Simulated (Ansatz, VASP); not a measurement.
**One calculation of Mg2Ge, two programs**

```
Mg Ge
1.0
     0.00000    3.18430    3.18430
     3.18430    0.00000    3.18430
     3.18430    3.18430    0.00000
Mg Ge
2 1
Direct
  0.75000 0.75000 0.75000
  0.25000 0.25000 0.25000
  0.00000 0.00000 0.00000
```

Alike in both runs: task relaxation of cell and atoms; functional PBE; k mesh 10 × 10 × 10; occupations gaussian, width 0.01 eV; no spin polarisation.

|  | VASP | Ansatz |
| --- | --- | --- |
| version | VASP 6.6.1 | Ansatz 0.2.0 |
| potentials or method | VASP PAW PBE potentials, release 64 (Mg, Ge_d) | scalar-relativistic, plane waves, PAW |
| plane-wave cutoff (eV) | 600 | 420 |
| valence electrons in the cell | 18 | 34 |

VASP gave:

```
gap on the k mesh at the Fermi level, each at its own relaxed structure (eV) : 0.16
relaxed volume (Å³/atom)                                                     : 22.00
relaxed cell length with the largest relative difference (Å)                 : 4.536
energy change over the relaxation (meV/atom)                                 : -2
```

**Question.** What did Ansatz give for the same quantities?

**Answer.** gap on the k mesh at the Fermi level, each at its own relaxed structure (eV): 0.17; relaxed volume (Å³/atom): 22.07; relaxed cell length with the largest relative difference (Å): 4.541; energy change over the relaxation (meV/atom): -2.

The two sets of potentials don't hold the same shells in valence.

A k mesh can miss the band edges. As with any semilocal functional, this PBE gap is likely too small.
